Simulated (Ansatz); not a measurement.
# KI: experiment and calculation

**The experiment to reproduce.**

From a printed reference work, monograph, for a bulk crystal of KI: band gap 6.32 eV.

The runs below are set against these values where they give the same quantity.

These are results of DFT PBE, scalar-relativistic, plane waves, PAW (Ansatz), not measurements.

Plane waves to 420 eV, a k mesh through Γ of 6×6×6 on the computed 2-atom cell and Gaussian smearing (0.02 eV); no spin polarisation.

Relaxed structure, symmetry kept:

```
K I
1.0
     0.00000    3.58818    3.58818
     3.58818    0.00000    3.58818
     3.58818    3.58818    0.00000
K I
1 1
Direct
  0.00000 0.00000 0.00000
  0.50000 0.50000 0.50000
```

- Space group: Fm-3m (No. 225)
- Volume per atom: 46.20 Å³
- Formation energy from the elements' standard states (uncorrected): -1.503 eV/atom
- Kohn–Sham band gap: 3.86 eV, direct at Γ
- Löwdin character of the top 1 eV of the valence band: I 5p 96 %
- Löwdin character of the lowest 1 eV of the conduction band: K 4s 76 %, I 5s 13 %, unprojected 4 %
- Electron masses at the edge by Cartesian direction of the standard setting (m_e; degenerate bands sorted by energy; no spin-orbit coupling): x: 0.34; y: 0.34; z: 0.34
- Hole masses at the edge by Cartesian direction of the standard setting (m_e; degenerate bands sorted by energy; no spin-orbit coupling): x: 2.8, 2.8, 0.51; y: 2.8, 2.8, 0.51; z: 2.8, 2.8, 0.51
- Bulk modulus: 10.6 GPa
- Its pressure derivative: 4.8
- Bader charges (e): K (1 in the cell) 0.82, I (1 in the cell) -0.82

Spin-orbit coupling is left out, which matters for the bands of heavy elements.

A measured band gap of KI is 6.32 eV (a printed reference work, monograph); the calculated 3.86 eV misses it by -2.46 eV. Kohn–Sham gaps of semilocal functionals fall short of measured ones as a rule; spin-orbit coupling, left out here, would usually lower the calculated gap of a compound with heavy elements.